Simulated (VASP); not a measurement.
Set up this calculation in VASP 6.6.1, as the native input.

```
Task                   : relaxation of cell and atoms
Functional             : PBE
Dispersion             : D3(BJ)
Potentials or basis    : VASP PAW PBE potentials, release 64 (Al, P)
Cutoff                 : 600 eV
k mesh                 : 8 × 8 × 8
Occupations            : gaussian, width 0.03 eV
Spin                   : no spin polarisation
Further INCAR settings : ALGO = Normal; EDIFF = 1e-07; IBRION = 2; EDIFFG = -0.005; NSW = 90; ISIF = 3
```

The structure of AlP lies in POSCAR:

```
AlP                                     
1.0
    0.0000000000      2.7255000000      2.7255000000
    2.7255000000      0.0000000000      2.7255000000
    2.7255000000      2.7255000000      0.0000000000
  Al              P             
     1     1
Direct
     0.0000000000000000    0.0000000000000000    0.0000000000000000
     0.2500000000000000    0.2500000000000000    0.2500000000000000
```

One way to write it, as run:

INCAR

```
PREC = Accurate ; ENCUT = 600
EDIFF = 1E-7 ; ISMEAR = 0
SIGMA = 0.03 ; LREAL = False
LASPH = True ; NELM = 80
ALGO = Normal ; ISIF = 3
LWAVE = False ; LCHARG = False
GGA = PE ; IVDW = 12
IBRION = 2 ; NSW = 90
EDIFFG = -0.005
```

KPOINTS

```
Automatic mesh
0
Gamma
  8 8 8
```

Potentials or basis: VASP PAW PBE potentials, release 64 (Al, P).

Launch:

```console
$ cat potpaw_PBE.64/Al/POTCAR potpaw_PBE.64/P/POTCAR > POTCAR
$ mpirun -np 1 vasp_std > vasp.out
```

It gave:

```json
{
  "Pressure after relaxing": "0.0 GPa",
  "Band gap on the k mesh": "1.57 eV, indirect (least direct gap 3.35 eV)",
  "Dispersion energy per atom": "-0.310 eV"
}
```

Caveat: the relaxation stopped at its first step, so nothing moved.

Wall time 4.6 s on 1 thread of Intel(R) Xeon(R) 6975P-C (Granite Rapids), on a shared host, peak memory 0.18 GiB.
